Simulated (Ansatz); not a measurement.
# O_N-Al_Si in Si3N4 (P6_3/m): charge-transition levels and formation energies, part 2 of 2

Aim: at which Fermi levels does O_N-Al_Si in Si3N4 (P6_3/m) change its charge? The model is a cell of 126 host atoms with 1 N and 1 Si taken out and 1 O and 1 Al put in.

Ansatz; place-levels on PBEsol runs: charge-transition levels and formation energies with image-charge correction and potential alignment at the atomic sites; PAW set soft_1.

So far: The structure; The runs of each charge state.

### 3. Levels against the band edges, PBEsol

A charged cell interacts with its images and the background, and its potential has another zero than the host's. place-levels removes the first by a point-charge model, screened by the static dielectric constant since the ions have relaxed around the charge, and the second by comparing potentials at atoms far from the defect.

The host is a run of the defect-free crystal in the same cutoffs, grids and k-points, so that basis and sampling errors cancel in part in the differences. Its band edges come from a run of the primitive cell that searches the zone for them. The host is run in a cell of 42 atoms on a matching mesh. Chemical potentials are energies per atom of N (N2 molecule), O (O2 molecule), Si (diamond) and Al (fcc), run with the same functional and cutoff.

levels.point.yaml reads:

```yaml
host:
  run: host.point.run
  levels_from: { run: edges.point.run }
states: [qm1_M1.point.run, q0.point.run, qp1_M1.point.run]
geometry_from:
  qm1_M1.point.run: qm1_M1.relax.run
  q0.point.run: q0.relax.run
  qp1_M1.point.run: qp1_M1.relax.run
  host.point.run: host.relax.run
chemical_potentials:
  "N":
    energy: -378.476431
    dataset: "<sha256 of the dataset>"
  O:
    energy: -558.291301
    dataset: <sha256 of the dataset>
  Si:
    energy: -621.49341
    dataset: <sha256 of the dataset>
  Al:
    energy: -524.554572
    dataset: <sha256 of the dataset>
epsilon: [4.29, 4.29, 4.37]
static_epsilon: [8.29, 8.29, 8.25]
vertical:
  - { from: qm1_M1.point.run, to: qm1_M1.point_neutral.run }
  - { from: qp1_M1.point.run, to: qp1_M1.point_neutral.run }
```

Launch:

```sh
$ ansatz place-levels levels.point.yaml -- --threads 4 --pin off --max-ram 15073MiB
```

Log:

```text
[... repeated set-up lines and file paths are left out, and long positions are rounded to six places ...]
(+1/0) 0.000 eV beneath the valence edge (-0.269 eV without the band-filling correction), in the valence band
(0/-1) 4.283 eV above the valence edge, in the conduction band
formation energy of charge +1: -2.089 eV with the Fermi level at the valence edge
formation energy of charge 0: -2.089 eV with the Fermi level at the valence edge
formation energy of charge -1: +2.194 eV with the Fermi level at the valence edge
vertical -1 to 0: no energy, since no alignment is typed
  the change from vertical[0].from (qm1_M1.point.run) to vertical[0].to (qm1_M1.point_neutral.run): by its potential at epsilon [4.29, 4.29, 4.37] it stands at 0.552 0.460 0.425, with an rms radius of about 1.7 Å (0.9 0.9 1.1 Å across the planes of the cell's [...]
vertical +1 to 0: no energy, since no alignment is typed
  the change from vertical[1].from (qp1_M1.point.run) to vertical[1].to (qp1_M1.point_neutral.run): by its potential at epsilon [4.29, 4.29, 4.37] it stands at 0.330 0.237 0.588, with an rms radius of about 5.5 Å (2.7 2.9 3.8 Å across the planes of the cell's [...]
  edges by pbesol of host.levels_from (edges.point.run), its mesh sampled to repeats of 26.19 Å (the valence edge +0.130 eV and the conduction edge -0.336 eV from those of the host's own run), gap 4.186 eV; the host is sampled to repeats of 26.41 Å
  the defect's cells are sampled to repeats of 26.41 Å, like sampling
  charge +1: -61057.2064 eV with its correction of +0.128 eV, at epsilon [8.29, 8.29, 8.25], aligned at sites: -0.0898 eV, mean over 96 atomic sites at or beyond 4.37 Å from the defect at [0.5151, 0.3835, 0.5833], with -0.001561 for the charge's moments and [...]
  states[2] (qp1_M1.point.run): levels filled in part (TS 0.007 eV): its energy is of no whole electron's
  charge 0: +0.004 eV for its dipole among its images, +0.000 omitted
  charge -1: -61036.9486 eV with its correction of +0.185 eV, at epsilon [8.29, 8.29, 8.25], aligned at sites: +0.0331 eV, mean over 96 atomic sites at or beyond 4.37 Å from the defect at [0.5151, 0.3835, 0.5833], with +0.026950 for the charge's moments and [...]
  of states[2] (qp1_M1.point.run): it parts from the run at its places by a charge that spreads by about 3.8 Å along one vector (1.5 Å or more is wide), by its potential at epsilon [4.29, 4.29, 4.37], taken for that of held ions (one typed too small widens [...]
  of states[0] (qm1_M1.point.run): stability_check_not_made
  of vertical[0].from (qm1_M1.point.run): stability_check_not_made
  vertical[1].from (qp1_M1.point.run): levels filled in part (TS 0.007 eV): its energy is of no whole electron's
  of vertical[1].from (qp1_M1.point.run): it parts from the run at its places by a charge that spreads by about 3.8 Å along one vector (1.5 Å or more is wide), by its potential at epsilon [4.29, 4.29, 4.37], taken for that of held ions (one typed too small [...]
```

Run time: 0.47 s. Hardware: 4 threads of Arm Neoverse V2, shared host.

Levels between the charges placed, in eV above the valence top:

|  | gap (eV) | (+1/0) | (0/−1) |
| --- | --- | --- | --- |
| PBEsol | 4.19 | 0.00 | 4.28 |

Corrections by state:

| charge | moment (μB) | image terms and alignment (eV) | band filling (eV) | ε used | over the lowest of its charge, as the program ranks them, band filling apart (eV) |
| --- | --- | --- | --- | --- | --- |
| +1 | 1.0 | 0.128 | -0.269 | principal values (8.25, 8.29, 8.29) | 0.000 |
| 0 | 0.0 | 0.004 | - | - | 0.000 |
| −1 | 1.0 | 0.185 | - | principal values (8.25, 8.29, 8.29) | 0.000 |

The charged structures listed were also run neutral, and place-levels reads from each pair, by the potential or the spins, how wide the charge is by which they differ; that can be the carrier of either run.

| charge | rms radius (Å) | spread where it is widest against the cell (Å) | wide from (Å) | reading |
| --- | --- | --- | --- | --- |
| +1 | 5.5 | 3.82 | 1.51 | wide |
| −1 | 1.7 | 1.08 | 1.51 | narrow |

The neutral runs of these pairs need not share the spin of the lowest neutral state, and very wide values only mean spread over the cell.

From the program's caveats on the states, each cut to its opening words:

- charge +1 (1 μB): it parts from the run at its places by a charge that spreads by about 3.8 Å along one vector (1.5 Å or more is wide), by its potential at epsilon [4.29, 4.29, [...]
- charge +1 (1 μB): a band-filling correction moves a carrier to the host's band edge, which changes its energy by -0.269 eV
- charge +1 (1 μB): its alignment with the host at atomic sites is doubtful: the mean over the far sites moves by +0.0526 eV from their farther parts to their nearer, more than [...]
- charge −1 (1 μB): flagged: stability check not made

The host's formation energy from the elements is -1.218 eV per atom; it sets how far the chemical potentials can move.

Formation energies (eV), N-rich (Δμ(N) = 0.00 eV, Δμ(Si) = -2.84 eV, Δμ(O) = 0.00 eV, Δμ(Al) = 0.00 eV):

| charge | Fermi level at the valence top | at the conduction bottom |
| --- | --- | --- |
| +1 | -4.93 | -0.74 |
| 0 | -4.93 | -4.93 |
| −1 | -0.65 | -4.83 |

Formation energies (eV), Si-rich (Δμ(Si) = 0.00 eV, Δμ(N) = -2.13 eV, Δμ(O) = 0.00 eV, Δμ(Al) = 0.00 eV):

| charge | Fermi level at the valence top | at the conduction bottom |
| --- | --- | --- |
| +1 | -4.22 | -0.03 |
| 0 | -4.22 | -4.22 |
| −1 | 0.06 | -4.12 |

### 4. The same at the relaxations' own k-points

The relaxations' own energies give the levels at their sampling, for comparison.

levels.relax_mesh.yaml reads:

```yaml
host:
  run: host.relax.run
  levels_from: { run: edges.relax.run }
states: [qm1_M1.relax.run, q0.relax.run, qp1_M1.relax.run]
chemical_potentials:
  "N":
    energy: -378.476431
    dataset: "<sha256 of the dataset>"
  O:
    energy: -558.291301
    dataset: <sha256 of the dataset>
  Si:
    energy: -621.49341
    dataset: <sha256 of the dataset>
  Al:
    energy: -524.554572
    dataset: <sha256 of the dataset>
```

Launch:

```sh
$ ansatz place-levels levels.relax_mesh.yaml -- --threads 4 --pin off --max-ram 15073MiB
```

Log:

```text
(+1/0) 0.000 eV above the valence edge (-0.327 eV without the band-filling correction), 4.186 eV under the conduction edge
(0/-1) 4.285 eV above the valence edge, in the conduction band
formation energy of charge +1: -2.090 eV with the Fermi level at the valence edge
formation energy of charge 0: -2.090 eV with the Fermi level at the valence edge
formation energy of charge -1: +2.195 eV with the Fermi level at the valence edge
  edges by pbesol of host.levels_from (edges.relax.run), its mesh sampled to repeats of 26.19 Å (the valence edge +0.231 eV and the conduction edge -0.359 eV from those of the host's own run), gap 4.186 eV; the host is sampled to repeats of 15.83 Å
[... the lines on each state left out ...]
```

It took 0.16 s on 4 threads.

Levels between neighbouring charges, in eV above the valence top:

|  | gap (eV) | (+1/0) | (0/−1) |
| --- | --- | --- | --- |
| one point at (¼, ¼, ¼) | 4.19 | 0.00 | 4.28 |
| a 2×2×2 shifted mesh | 4.19 | 0.00 | 4.28 |

Going from one point at (¼, ¼, ¼) to a 2×2×2 shifted mesh moves the levels that carry no band-filling term by up to 0.00 eV and formation energies against the elements by up to 0.00 eV; band-filling terms, which differ between samplings, are in these energies.

### 5. Outcome

```yaml
gap_of_the_host: 4.19 eV (PBEsol)
level_plus_1_over_0: 0.00 eV below the valence top (-0.27 eV above the valence top without the band-filling term)
level_0_minus_1: 4.28 eV above the valence top, past the conduction bottom
lowest_of_the_charges_placed_just_above_the_valence_top_0p02_ev: 0
lowest_of_the_charges_placed_just_below_the_conduction_bottom_0p02_ev: 0
lowest_formation_energy_at_mid_gap_of_the_charges_run_n_rich: -4.93 eV
lowest_formation_energy_at_mid_gap_of_the_charges_run_si_rich: -4.22 eV
```

**Reading.** Of the charges placed (−1, 0 and +1), 0 is the lowest from 0.02 eV above the valence top to 0.02 eV below the conduction bottom, a gap of 4.19 eV. (0/−1) lies 0.10 eV from a band edge, less than the doubt on such levels. States placed: +1 at 1 μB; 0 at 0 μB; −1 at 1 μB. Other spin states or structures, where not listed, weren't placed. The program finds carriers beyond a band edge of the host and adds a band-filling term at charge +1 (-0.27 eV); steps to such a charge show no bound level, and a defect level inside a band would be read the same way. O and Al is taken at its element; compounds, which aren't counted here, bound the chemical potentials and would shift these formation energies. The lowest formation energy (N-rich and Si-rich) is negative across the gap, so the defect would form by itself: these chemical potentials lie beyond what competing compounds allow, or the host is unstable against it. Going from one point at (¼, ¼, ¼) to a 2×2×2 shifted mesh moves the levels that carry no band-filling term by up to 0.00 eV and formation energies against the elements by up to 0.00 eV; band-filling terms, which differ between samplings, are in these energies. The program doubts the alignment of potentials for at least one state, a sign that the cell is small. What this leaves open: the images are only 8.7 Å apart; PBEsol makes the gap too small and tends to spread out bound carriers; where a gas molecule sets a chemical potential or the host's formation energy, its binding is uncorrected; force components of up to 0.14 eV/Å remain in a run at the final settings.

[Logs are printed without paths, hosts, clocks, repeated set-up lines and the standing remarks that a program may print on its own settings, such as how far it seeks lower states.]

[Hosts, paths, dates, database ids (printed as entryN), source tags and the programs' standing remarks are cut or masked in the printed files.]

[Where a table of states has a column of steps, it counts the stored structures, which are thinned; the runs took as many ionic steps or more.]

[A defect's name tells the site on which it was built; relaxed atoms can leave that site.]

[For some hosts the program warned that the k-mesh of the response run may be too coarse for force constants and the static dielectric constant; such warnings are not shown here.]
